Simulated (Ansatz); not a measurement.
Ansatz input file:

```yaml
crystal:
  lattice:
    - [5.3462876784, 0.0, 0.0]
    - [0.0, 4.7257486857, 0.0]
    - [0.0, 0.0, 14.9990268299]
  atoms:
    - { symbol: Rb, position: [0.2519040845, 0.25, 0.8829450108] }
    - { symbol: Rb, position: [0.2480959155, 0.75, 0.3829450108] }
    - { symbol: Rb, position: [0.7519040845, 0.25, 0.6170549892] }
    - { symbol: Rb, position: [0.7480959155, 0.75, 0.1170549892] }
basis:
  ecutwfc: 420
kpoints:
  mp_grid: { grid: [8, 10, 4] }
hamiltonian:
  xc: pbe
scf:
  occupations: { method: gaussian, width: 0.1 }
output:
  forces: true
  stress: true
  eigenvalues: true
relax:
  adjacent_minimum: "off"
  f_tol: 0.005
  max_steps: 80
  cell: { stress_tol: 0.05 }
```

Run as
```bash
ansatz run input.yaml --threads 1 --pin off --max-ram 2560MiB --backend cpu --events-out ev --progress --plain --runs-dir out
```

All numbers below come from DFT PBE, scalar-relativistic, plane waves, PAW (Ansatz).

Abridged output (final results; tables in files aren't shown):

```
SCF 7 converged in 4 iterations: F = -13069.288776 eV  dr2 = 3.60e-11
SCF converged after 4 iterations
Free energy (F): -13069.288776 eV
Harris-Foulkes:  -13069.288776 eV  (|F-HF|=1.82e-11)
Internal energy: -13069.269986 eV  (E = F + TS)
E sigma→0 (E₀):  -13069.279381 eV
Entropy (-TS):   -0.018789 eV (-4.697 meV/atom)
Fermi energy:    1.808469 eV
--- Per-component energies (eV) ---
  E_band       = -482.232825
  E_kinetic    = 762.726712
  E_local      = -2883.131402  (includes V_loc(G=0)·N_el)
  E_nonlocal   = 694.384248
  E_hartree    = 816.038459
  E_xc         = -516.838963
  E_vxc        = -540.393369  (∫ρ·V_xc dr)
  E_paw        = -10472.085283  (= ΣΔE_a)
  E_vpaw       = -147.895728  (= ΣTr[D̂ρ^β])
  E_aug_tail   = -0.000004  (compensation charges beyond the density's cutoff)
  E_ewald      = -1470.363755
  E_smearing   = -0.018789  (= −TS)
--- Forces (eV/Å), atoms counted from 1 ---
  atom   1  Rb    -0.00005597     0.00000000     0.00017962
  atom   2  Rb     0.00005597     0.00000000     0.00017962
  atom   3  Rb    -0.00005597     0.00000000    -0.00017962
  atom   4  Rb     0.00005597     0.00000000    -0.00017962
--- Stress (GPa, compression-positive) ---
       -0.001744       0.000000       0.000000
        0.000000      -0.004276       0.000000
        0.000000       0.000000      -0.008633
  P = ⅓ Tr σ = -0.0049 GPa (-0.049 kbar)
--- Band table (eV; the first three rows and the last of 90) ---
  k-point 0: bands = ["-27.1456", "-27.1436", "-27.1436", "-27.1415", "-11.2800", "-11.2369", "-11.2304", "-11.2107", "-11.2020", "-11.1985", "-11.1974", "-11.1963", "-11.1897", "-11.1861", "-11.1851", "-11.1841", "-0.1214", "0.5150", "0.6626", "2.1094", "2.6169", "3.9083"]
  k-point 1: bands = ["-27.1455", "-27.1444", "-27.1428", "-27.1417", "-11.2765", "-11.2518", "-11.2153", "-11.2098", "-11.2029", "-11.2014", "-11.1976", "-11.1930", "-11.1897", "-11.1884", "-11.1860", "-11.1846", "-0.0755", "0.2796", "0.9646", "1.8151", "2.9103", "3.7508"]
  k-point 2: bands = ["-27.1450", "-27.1450", "-27.1421", "-27.1421", "-11.2666", "-11.2666", "-11.2070", "-11.2070", "-11.2001", "-11.2001", "-11.1998", "-11.1998", "-11.1888", "-11.1888", "-11.1863", "-11.1863", "0.0604", "0.0604", "1.3786", "1.3786", "3.3459", "3.3459"]
  k-point 89: bands = ["-27.1391", "-27.1391", "-27.1391", "-27.1391", "-11.2753", "-11.2753", "-11.2753", "-11.2753", "-11.2531", "-11.2531", "-11.2531", "-11.2531", "-11.2113", "-11.2113", "-11.2113", "-11.2113", "2.7541", "2.7541", "2.7541", "2.7541", "3.4694", "3.4694"]
--- Relaxed structure (6 steps of the walk, 6 accepted, 1 SCFs on fresh bases) ---
  F+E_penalty+E_count = -13069.28877577 eV   max|allowed force component| = 1.796e-4 eV/Å   (the final SCF, on the basis selected at the relaxed cell)
  cell:  # Å, volume = 376.8860 Å³
    - [4.91770742, 0.0, 0.0]
    - [0.0, 4.78260020, 0.0]
    - [0.0, 0.0, 16.02445492]
  atoms:
    - { symbol: Rb, position: [0.25008689, 0.25, 0.88160128] }
    - { symbol: Rb, position: [0.24991310, 0.75000000, 0.38160128] }
    - { symbol: Rb, position: [0.75008689, 0.25, 0.61839871] }
    - { symbol: Rb, position: [0.74991310, 0.75000000, 0.11839871] }
```

The relaxation met its thresholds.

Time: 4.2 min on 1 thread of Arm Neoverse V1, with other jobs on the host, peak memory 0.86 GiB.